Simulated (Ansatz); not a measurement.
The system is CdSe.

```
Cd Se
1.0
     0.00000    3.07027    3.07027
     3.07027    0.00000    3.07027
     3.07027    3.07027    0.00000
Cd Se
1 1
Direct
  0.00000 0.00000 0.00000
  0.25000 0.25000 0.25000
```

Measurements of this composition are mostly on another form, of space group No. 186.

| Property | Result |
| --- | --- |
| Program | Ansatz 0.2.0 |
| Task | single point |
| Functional | PBE |
| Potentials or basis | Ansatz PAW |
| Cutoff | 420 eV (not typed: the program's choice for these potentials) |
| k mesh | 8 × 8 × 8 |
| Occupations | fermi-dirac, width 0.05 eV |
| Spin | no spin polarisation |

On this cell: pressure 1.3 GPa; largest force zero by symmetry; band gap on the k mesh 0.55 eV, direct.

The same run follows on a disturbed copy (atoms moved at random, drawn with an rms of 0.05 Å):

```xyz
2
Lattice="0.0000 3.0703 3.0703 3.0703 0.0000 3.0703 3.0703 3.0703 0.0000" Properties=species:S:1:pos:R:3 pbc="T T T"
Cd    0.0429   -0.0129    0.0083
Se    1.4944    1.5438    1.5878
```

Task: What changes?

Result: The energy moves by +11.3 meV/atom; pressure 1.5 GPa; largest force 0.485 eV/Å; band gap on the k mesh 0.52 eV, direct.

Forces on the atoms (eV/Å):
```
Cd  -0.393  0.160  0.234
Se   0.393 -0.160 -0.234
```

Stress tensor (GPa, compression positive):
```
 1.39 -0.82 -0.53
-0.82  1.53  1.41
-0.53  1.41  1.49
```

